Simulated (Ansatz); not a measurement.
# A trial form of Lu

The calculation used Ansatz 0.2.0, DFT PBE, scalar-relativistic, plane waves, PAW. Cutoff 420 eV, Gaussian smearing, Γ-centred meshes. Cell and atoms relax first on a coarse mesh and then on a finer one. In between, the cell is made exact in the group found at 0.06 Å. In metals the finer mesh still leaves noise of several meV/atom or more. The steps can't lower the symmetry of their start. No spin polarisation.

The cell of Lu is invented: random cell by space group and Wyckoff sites (Cmmm, No. 65). Lengths were set from tabulated atomic sizes, so they are only a guess.

```
CELL_PARAMETERS angstrom
1.68069 -2.93153 0.00000
1.68069 2.93153 0.00000
0.00000 0.00000 3.22009
ATOMIC_POSITIONS crystal
Lu 0.50000 0.50000 0.00000
```

Energies count from the standard state of Lu at the same level.

Problem. Describe the relaxed structure.

Solution. The symmetry goes from Cmmm (No. 65) to P6/mmm (No. 191). The end has the simple hexagonal type. The volume per atom shrinks by 2.4 %, from 31.7 to 31.0 Å³. The shortest distance goes from 3.22 Å (Lu–Lu) to 3.27 Å (Lu–Lu). The end is written in a standard setting, so origin, axes and order of atoms can differ from the start's. Conventional cell: a = 3.308 Å, c = 3.266 Å. Lu has 8 Lu at 3.27–3.31 Å.

```
Lu
1.0
     3.30841    0.00000    0.00000
    -1.65420    2.86516    0.00000
     0.00000    0.00000    3.26557
Lu
1
Direct
  0.00000 0.00000 0.00000
```

Problem. How does it come out in energy, and is it a metal?

Solution.

- Energy over the standard state: +0.49 eV/atom
- Gap on the 18×18×18 mesh of the 1-atom cell: 0 eV (a metal)

It lies above the standard state, so it could only be metastable.

The last run used Gaussian smearing of 0.10 eV. A structure relaxed within its symmetry needn't be a true minimum. In all, the 3 runs took 65 s on 1 thread of AMD EPYC 7R43 64-Core Processor (Zen 3) (shared host).
